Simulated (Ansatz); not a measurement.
Runs of Ansatz 0.2.0 on EuS. It takes space group Fm-3m (No. 225, cubic). Conventional cell: a = 5.957 Å, b = 5.957 Å, c = 5.957 Å, α = 90.00°, β = 90.00°, γ = 90.00°. Eu (site symmetry m-3m) is surrounded by 6 S at 2.98 Å. S (site symmetry m-3m) has 6 Eu at 2.98 Å as nearest neighbours. 

```csv
task,level,potentials or basis,U,cell,k mesh,cutoff (eV),hubbard projectors,double counting,points for each segment of the path,gap on the mesh (eV),pressure (GPa),moment (μB),relaxed volume (Å³/atom)
relaxation of cell and atoms,LDA+U,Ansatz PAW,Eu f U = 5 eV,relaxed,8 × 8 × 8,420,ortho-atomic (the default),fll (the default),-,-,0.0,7.00,(b)
band structure,SVWN5,Ansatz PAW,-,as given,8 × 8 × 8,420,-,-,14,none,(a),6.96,-
single point,PBE,Ansatz PAW,-,as given,11 × 11 × 11,420,-,-,-,none,-2.5,6.99,-
relaxation of cell and atoms,PBEsol+U,Ansatz PAW,Eu f U = 4 eV,relaxed,8 × 8 × 8,420,ortho-atomic (the default),fll (the default),-,none,0.0,7.00,24.91
band structure,PBE+U,Ansatz PAW,Eu f U = 4 eV,as given,8 × 8 × 8,420,ortho-atomic (the default),fll (the default),14,(c),0.1,7.00,-
```

Alike in all rows: spin collinear, ferromagnetic start; smearing fermi-dirac 0.05 eV.

Question: Estimate the missing entries.

Answer: (a) -7.5; (b) 24.21; (c) 0.18.

Caveats: spin-orbit coupling is left out, which moves the levels of the heavy elements; a cell with one magnetic atom can't hold antiferromagnetic order, which such compounds often take; the magnetic or orbital state may not be the lowest (some runs); the PAW data sets come from PBE, with cores solved anew for the run's functional, which leaves a small shift of forces and pressure (some runs); the plane-wave basis is chosen anew once the cell has moved, so the energies of steps on either side of that aren't comparable (some runs); without U or exact exchange the open f shell lies at the Fermi level, which spoils levels, moments and volumes (some runs).

A k mesh can miss the band edges, and the runs leave out spin-orbit coupling on Eu.

A gap of «none» marks a metal or a gap under the smearing width.
